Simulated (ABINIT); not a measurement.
# AlN (P6_3mc) in ABINIT: a series of runs

The runs below take AlN through single point, with PBE, PBE0, HSE06.

Everything below comes from runs of ABINIT 10.8.3 (patched build). Logs are shortened: lines on timing, memory, paths and dates and some standing lists are left out, and cuts for length are marked. The log counts tension as positive stress, the text compression.

**Experimental background.**

“Self-assembly of well-separated AlN nanowires directly on sputtered metallic TiN films”, 2019, arxiv:1910.07391 quotes, for a bulk crystal of AlN at 10 K: band gap 6.034 eV (an exciton energy, a little under the gap).

“Structural and optical properties of self-assembled AlN nanowires grown on SiO2/Si substrates by molecular beam epitaxy”, 2024, arxiv:2402.00216 quotes, for a bulk crystal of AlN at 0 K: band gap 6.0343 eV (an exciton energy, a little under the gap).

The results are compared with them further down.

## (1) Starting point

It takes space group P6_3mc (No. 186, hexagonal). Conventional cell: a = 3.113 Å, b = 3.113 Å, c = 4.981 Å, α = 90.00°, β = 90.00°, γ = 120.00°. Around Al (site symmetry 3m) lie 4 N at 1.89 Å. N (site symmetry 3m) is surrounded by 4 Al at 1.89 Å.

## (2) Single point, PBE

run.abi

```
# Pseudopotentials
pp_dirpath "./"
pseudos "Al.upf, N.upf"

# Structure
acell 5.882717426 5.882717426 9.4127258268
rprim
     1.0000000000     0.0000000000     0.0000000000
    -0.5000000000     0.8660254038     0.0000000000
     0.0000000000     0.0000000000     1.0000000000
ntypat 2
znucl 13 7
natom 4
typat 1 1 2 2
xred
     0.6666666667     0.3333333333     0.5000000000
     0.3333333333     0.6666666667     0.0000000000
     0.6666666667     0.3333333333     0.8800000000
     0.3333333333     0.6666666667     0.3800000000

# Plane-wave basis
ecut 35.0

# k points
kptopt 1
ngkpt 6 6 4
nshiftk 1
shiftk 0.0 0.0 0.0

# Exchange and correlation
ixc 11

# Bands and occupations
nband 10
occopt 1

# SCF cycle
nstep 100
tolvrs 1.0e-10
diemac 6.0

# Output
iomode 3
prtwf 0
prteig 0
prtebands 0
enunit 1
prtden 1
prtvha 1
prtvclmb 1
prtpot 1
prtelf 1
```

Potentials or basis: PseudoDojo NC SR PBE v0.4.1 standard.

Command:

```bash
> mpirun --bind-to none -np 8 abinit run.abi > log 2>&1
```

run.abo:

```text
.Version 10.8.3 of ABINIT
 Symmetries : space group P6_3 m c (#186); Bravais hP (primitive hexag.)
================================================================================
 Values of the parameters that define the memory need of the present run
     intxc =       0    ionmov =       0      iscf =       7    lmnmax =       6
     lnmax =       6     mgfft =      54  mpssoang =       3    mqgrid =    3001
     natom =       4  nloc_mem =       1    nspden =       1   nspinor =       1
    nsppol =       1      nsym =      12    n1xccc =    2501    ntypat =       2
    occopt =       1   xclevel =       2
       mpw =        2814          nfft =       55296          nkpt =          21
================================================================================
================================================================================

--------------------------------------------------------------------------------
------------- Echo of variables that govern the present computation ------------
--------------------------------------------------------------------------------
 -outvars: echo values of preprocessed input variables --------
            acell      5.8827174260E+00  5.8827174260E+00  9.4127258268E+00 Bohr
              amu      2.69815390E+01  1.40067400E+01
           diemac      6.00000000E+00
             ecut      3.50000000E+01 Hartree
           enunit           1
              ixc          11
         kptrlatt        6    0    0      0    6    0      0    0    4
          kptrlen      3.52963046E+01
            natom           4
            nband          10
            ngfft          32      32      54
             nkpt          21
            nstep         100
             nsym          12
           ntypat           2
        prtebands           0
           prteig           0
           prtelf           1
           prtpot           1
         prtvclmb           1
           prtvha           1
            prtwf           0
            rprim      1.0000000000E+00  0.0000000000E+00  0.0000000000E+00
                      -5.0000000000E-01  8.6602540380E-01  0.0000000000E+00
                       0.0000000000E+00  0.0000000000E+00  1.0000000000E+00
          spgroup         186
           tolvrs      1.00000000E-10
            typat      1  1  2  2
           xangst      1.5564999990E+00  8.9864569341E-01  2.4904999983E+00
                      -2.5325496290E-17  1.7972913868E+00  0.0000000000E+00
                       1.5564999990E+00  8.9864569341E-01  4.3832799970E+00
                      -2.5325496290E-17  1.7972913868E+00  1.8927799987E+00
            xcart      2.9413587130E+00  1.6981942448E+00  4.7063629134E+00
                      -4.7858251991E-17  3.3963884895E+00  0.0000000000E+00
                       2.9413587130E+00  1.6981942448E+00  8.2831987276E+00
                      -4.7858251991E-17  3.3963884895E+00  3.5768358142E+00
             xred      6.6666666667E-01  3.3333333333E-01  5.0000000000E-01
                       3.3333333333E-01  6.6666666667E-01  0.0000000000E+00
[... 135 lines left out ...]
 rms dE/dt=  1.3912E-02; max dE/dt=  2.4096E-02; dE/dt below (all hartree)
    1       0.000000000000      0.000000000000      0.024096360488
    2       0.000000000000      0.000000000000      0.024096360488
    3      -0.000000000000      0.000000000000     -0.024095604280
    4       0.000000000000      0.000000000000     -0.024095604280

 cartesian coordinates (angstrom) at end:
    1      1.55649999895463     0.89864569340626     2.49049999832074
    2     -0.00000000000000     1.79729138681251     0.00000000000000
    3      1.55649999895463     0.89864569340626     4.38327999704451
    4     -0.00000000000000     1.79729138681251     1.89277999872377

 cartesian forces (hartree/bohr) at end:
    1     -0.00000000000000    -0.00000000000000    -0.00255993670986
    2     -0.00000000000000    -0.00000000000000    -0.00255993670986
    3      0.00000000000000     0.00000000000000     0.00255993670986
    4     -0.00000000000000    -0.00000000000000     0.00255993670986
 frms,max,avg= 1.4779801E-03 2.5599367E-03   0.000E+00  0.000E+00 -4.017E-08 h/b

 cartesian forces (eV/Angstrom) at end:
    1     -0.00000000000000    -0.00000000000000    -0.13163723831898
    2     -0.00000000000000    -0.00000000000000    -0.13163723831898
    3      0.00000000000000     0.00000000000000     0.13163723831898
    4     -0.00000000000000    -0.00000000000000     0.13163723831898
 frms,max,avg= 7.6000795E-02 1.3163724E-01   0.000E+00  0.000E+00 -2.066E-06 e/A
 length scales=  5.882717426000  5.882717426000  9.412725826800 bohr
              =  3.112999997909  3.112999997909  4.980999996641 angstroms
 Fermi (or HOMO) energy (eV) =   5.31400   Average Vxc (eV)= -10.70503
 Eigenvalues (   eV  ) for nkpt=  21  k points:
 kpt#   1, nband= 10, wtk=  0.00694, kpt=  0.0000  0.0000  0.0000 (reduced coord)
  -9.83112   -7.68030   -0.66003    4.48334    4.48334    5.13407    5.13407    5.31400
   9.53462   11.99010
 prteigrs : prtvol=0 or 1, do not print more k-points.

--- !EnergyTerms
iteration_state     : {dtset: 1, }
comment             : Components of total free energy in Hartree
kinetic             :  1.63740923037625E+01
hartree             :  5.68892942382508E+00
xc                  : -8.49809852101081E+00
Ewald energy        : -2.17432241416936E+01
psp_core            :  1.05394762624273E+00
local_psp           : -1.71226646965758E+01
non_local_psp       : -1.34085471252419E+00
total_energy        : -2.55878727179740E+01
total_energy_eV     : -6.96281487741790E+02
band_energy         :  5.38430485333102E-02
...

 Cartesian components of stress tensor (hartree/bohr^3)
  sigma(1 1)= -7.38594924E-05  sigma(3 2)=  0.00000000E+00
  sigma(2 2)= -7.38594926E-05  sigma(3 1)=  0.00000000E+00
  sigma(3 3)= -1.28939645E-04  sigma(2 1)=  0.00000000E+00

-Cartesian components of stress tensor (GPa)         [Pressure=  2.7132E+00 GPa]
- sigma(1 1)= -2.17302129E+00  sigma(3 2)=  0.00000000E+00
- sigma(2 2)= -2.17302129E+00  sigma(3 1)=  0.00000000E+00
- sigma(3 3)= -3.79353533E+00  sigma(2 1)=  0.00000000E+00

== END DATASET(S) ==============================================================
================================================================================

 -outvars: echo values of variables after computation  --------
            acell      5.8827174260E+00  5.8827174260E+00  9.4127258268E+00 Bohr
           etotal     -2.5587872718E+01
            fcart     -9.1544265283E-29 -5.2853106203E-29 -2.5599367099E-03
                      -9.1544265283E-29 -5.2853106203E-29 -2.5599367099E-03
                       2.7463279585E-28  1.5855931861E-28  2.5599367099E-03
                      -9.1544265283E-29 -5.2853106203E-29  2.5599367099E-03
            rprim      1.0000000000E+00  0.0000000000E+00  0.0000000000E+00
                      -5.0000000000E-01  8.6602540380E-01  0.0000000000E+00
                       0.0000000000E+00  0.0000000000E+00  1.0000000000E+00
           strten     -7.3859492450E-05 -7.3859492581E-05 -1.2893964493E-04
                       0.0000000000E+00  0.0000000000E+00  0.0000000000E+00
           xangst      1.5564999990E+00  8.9864569341E-01  2.4904999983E+00
                      -2.5325496290E-17  1.7972913868E+00  0.0000000000E+00
                       1.5564999990E+00  8.9864569341E-01  4.3832799970E+00
                      -2.5325496290E-17  1.7972913868E+00  1.8927799987E+00
             xred      6.6666666667E-01  3.3333333333E-01  5.0000000000E-01
                       3.3333333333E-01  6.6666666667E-01  0.0000000000E+00
                       6.6666666667E-01  3.3333333333E-01  8.8000000000E-01
                       3.3333333333E-01  6.6666666667E-01  3.8000000000E-01
 Calculation completed.
```

Run time: 6.8 s. Hardware: 8 MPI ranks of Intel Xeon Platinum 8259CL at 2.50GHz (Skylake/Cascade Lake), shared host; peak memory 0.48 GiB.

What came out:

```
Free energy                                           : -696.2815 eV
Pressure                                              : 2.7 GPa
Largest force                                         : 0.132 eV/Å
Band gap on the k mesh                                : 4.22 eV, direct
Valence electrons inside the program's atomic spheres : Al 1.10; N 5.38
```

Forces on the atoms (eV/Å):
```
Al   0.000  0.000 -0.132
Al   0.000  0.000 -0.132
N    0.000  0.000  0.132
N    0.000  0.000  0.132
```

Stress tensor (GPa, compression positive):
```
2.17 0.00 0.00
0.00 2.17 0.00
0.00 0.00 3.79
```

## (3) Single point, PBE0

Edit run.abi of step 2 so:

```diff
@@ -30,3 +30,3 @@
 # Exchange and correlation
-ixc 11
+ixc 41
 
@@ -37,5 +37,5 @@
 # SCF cycle
-nstep 100
-tolvrs 1.0e-10
+nstep 60
 diemac 6.0
+toldfe 1.0e-7
```

Potentials or basis: PseudoDojo NC SR PBE v0.4.1 standard.

Command:

```bash
> mpirun --bind-to none -np 8 abinit run.abi > log 2>&1
```

Run time: 32 min. Hardware: 8 MPI ranks of Intel Xeon Platinum 8259CL at 2.50GHz (Skylake/Cascade Lake), shared host; peak memory 1.1 GiB.

Results (log left out):

```yaml
Free_energy: -696.3215 eV
Pressure: -1.9 GPa
Largest_force: 0.130 eV/Å
Band_gap_on_the_k_mesh: 6.27 eV, direct
Valence_electrons_inside_the_program's_atomic_spheres: Al 1.09; N 5.40
```

Forces in eV/Å, atoms in the order of the input:
```
Al   0.000  0.000 -0.130
Al   0.000  0.000 -0.130
N    0.000  0.000  0.130
N    0.000  0.000  0.130
```

Stress tensor (GPa, compression positive):
```
-2.49  0.00  0.00
 0.00 -2.49  0.00
 0.00  0.00 -0.87
```

Levels at points of the mesh, in eV from the valence-band top:
```csv
k point,band 5,band 6,band 7,band 8,band 9,band 10
"(0.00, 0.00, 0.00)",-0.93,-0.20,-0.20,0.00,6.27,8.85
"(0.50, 0.00, 0.00)",-3.64,-2.28,-1.90,-0.74,7.91,7.92
"(0.00, 0.00, 0.50)",-0.58,-0.58,-0.58,-0.58,8.67,8.67
"(0.50, 0.00, 0.50)",-1.59,-1.59,-1.48,-1.48,7.39,7.39
```

Caveat: the potentials were made for another functional, which shifts forces and pressure.

## (4) Single point, PBE

Edit run.abi of step 3 so:

```diff
@@ -5,7 +5,7 @@
 # Structure
-acell 5.882717426 5.882717426 9.4127258268
+acell 3*1.0 Angstrom
 rprim
-     1.0000000000     0.0000000000     0.0000000000
-    -0.5000000000     0.8660254038     0.0000000000
-     0.0000000000     0.0000000000     1.0000000000
+     3.1130000000     0.0000000000     0.0000000000
+    -1.5565000000     2.6959370820     0.0000000000
+     0.0000000000     0.0000000000     4.9810000000
 ntypat 2
@@ -30,3 +30,3 @@
 # Exchange and correlation
-ixc 41
+ixc 11
 
@@ -37,5 +37,5 @@
 # SCF cycle
-nstep 60
+nstep 100
+tolvrs 1.0e-10
 diemac 6.0
-toldfe 1.0e-7
 
@@ -47,2 +47,3 @@
 enunit 1
+prtvol 2
 prtden 1
```

Command:

```bash
> mpirun --bind-to none -np 8 abinit run.abi > log 2>&1
```

It took 4.5 s on 8 MPI ranks of Arm Neoverse V1, shared host; peak memory 0.56 GiB.

The run converged. Its results:

| Quantity | Value |
| --- | --- |
| Free energy | -696.2815 eV |
| Pressure | 2.7 GPa |
| Largest force | 0.132 eV/Å |
| Band gap on the k mesh | 4.22 eV, direct |
| Valence electrons inside the program's atomic spheres | Al 1.10; N 5.38 |

Forces on the atoms (eV/Å):
```
Al   0.000  0.000 -0.132
Al   0.000  0.000 -0.132
N    0.000  0.000  0.132
N    0.000  0.000  0.132
```

Stress tensor (GPa, compression positive):
```
2.17 0.00 0.00
0.00 2.17 0.00
0.00 0.00 3.79
```

Levels at points of the mesh, in eV from the valence-band top:
```
           k point  band 6  band 7  band 8  band 9  band 10
(0.00, 0.00, 0.00)   -0.18   -0.18    0.00    4.22     6.68
(0.50, 0.00, 0.00)   -2.06   -1.77   -0.66    5.83     5.84
(0.00, 0.00, 0.50)   -0.51   -0.51   -0.51    6.47     6.47
(0.50, 0.00, 0.50)   -1.44   -1.35   -1.35    5.34     5.34
```

## (5) Single point, HSE06

Edit run.abi of step 4 so:

```diff
@@ -30,3 +30,3 @@
 # Exchange and correlation
-ixc 11
+ixc -428
 
@@ -37,5 +37,5 @@
 # SCF cycle
-nstep 100
-tolvrs 1.0e-10
+nstep 60
 diemac 6.0
+toldfe 1.0e-7
```

Command:

```bash
> mpirun --bind-to none -np 8 abinit run.abi > log 2>&1
```

Run time: 22 min. Hardware: 8 MPI ranks of Arm Neoverse V1, shared host; peak memory 1.1 GiB.

The run converged. Its results:

| Item | Value |
| --- | --- |
| Free energy | -696.1901 eV |
| Pressure | -1.4 GPa |
| Largest force | 0.128 eV/Å |
| Band gap on the k mesh | 5.58 eV, direct |
| Valence electrons inside the program's atomic spheres | Al 1.09; N 5.41 |

Forces on the atoms (eV/Å):
```
Al   0.000  0.000 -0.128
Al   0.000  0.000 -0.128
N    0.000  0.000  0.128
N    0.000  0.000  0.128
```

Stress tensor (GPa, compression positive):
```
-1.92  0.00  0.00
 0.00 -1.92  0.00
 0.00  0.00 -0.24
```

Levels at points of the mesh, in eV from the valence-band top:
```tsv
k point	band 5	band 6	band 7	band 8	band 9	band 10
(0.00, 0.00, 0.00)	-0.91	-0.19	-0.19	0.00	5.58	8.13
(0.50, 0.00, 0.00)	-3.60	-2.26	-1.87	-0.72	7.20	7.21
(0.00, 0.00, 0.50)	-0.56	-0.56	-0.56	-0.56	7.95	7.95
(0.50, 0.00, 0.50)	-1.57	-1.57	-1.46	-1.46	6.69	6.69
```

Caveat: Libxc's HSE differs a little from that of other programs; the potentials were made for another functional, which shifts forces and pressure.

## (6) The runs side by side

| level | most SCF steps | gap on the mesh (eV) | pressure (GPa) | largest force (eV/Å) |
| --- | --- | --- | --- | --- |
| PBE | - | 4.22 | 2.7 | 0.13 |
| PBE0 | 60 | 6.27 | -1.9 | 0.13 |
| HSE06 | 60 | 5.58 | -1.4 | 0.13 |

Alike in all rows: task single point; potentials or basis PseudoDojo NC SR PBE v0.4.1 standard; no spin polarisation; cell as given; k mesh 6 × 6 × 4; cutoff (eV) 952; smearing fixed.

On the cell as given the gap runs from 4.22 eV (PBE) to 6.27 eV (PBE0). The pressure there spans -1.9 GPa (PBE0) to 2.7 GPa (PBE); a positive pressure means that this level wants a larger cell, a negative one a smaller.

Caveats: the potentials were made for another functional, which shifts forces and pressure (some runs); Libxc's HSE differs a little from that of other programs (some runs).

Total energies depend on the potentials used, so only differences within one code and one set of settings carry meaning.

## (7) Comparison with measurements

Step 2. Against the measured gap of AlN, 6.034 eV (an exciton energy, a little under the gap; 10 K; quoted in “Self-assembly of well-separated AlN nanowires directly on sputtered metallic TiN films”, 2019, arxiv:1910.07391), the calculated 4.22 eV is off by -1.81 eV. 2 values of this kind are on record (6.034 to 6.0343 eV); this one was drawn at random. The value is that of PBE, without temperature or zero-point motion. Semilocal functionals fall short of measured gaps as a rule.

Step 3. A measured gap of AlN is 6.0343 eV (an exciton energy, a little under the gap; 0 K; quoted in “Structural and optical properties of self-assembled AlN nanowires grown on SiO2/Si substrates by molecular beam epitaxy”, 2024, arxiv:2402.00216); the calculated 6.27 eV misses it by +0.24 eV. 2 values of this kind are on record (6.034 to 6.0343 eV); this one was drawn at random. The value is that of PBE0, without temperature or zero-point motion.

Step 4. A measured gap of AlN is 6.0343 eV (an exciton energy, a little under the gap; 0 K; quoted in “Structural and optical properties of self-assembled AlN nanowires grown on SiO2/Si substrates by molecular beam epitaxy”, 2024, arxiv:2402.00216); the calculated 4.22 eV misses it by -1.81 eV. 2 values of this kind are on record (6.034 to 6.0343 eV); this one was drawn at random. The value is that of PBE, without temperature or zero-point motion. Semilocal functionals fall short of measured gaps as a rule.

Step 5. Against the measured gap of AlN, 6.0343 eV (an exciton energy, a little under the gap; 0 K; quoted in “Structural and optical properties of self-assembled AlN nanowires grown on SiO2/Si substrates by molecular beam epitaxy”, 2024, arxiv:2402.00216), the calculated 5.58 eV is off by -0.45 eV. 2 values of this kind are on record (6.034 to 6.0343 eV); this one was drawn at random. The value is that of HSE06, without temperature or zero-point motion.
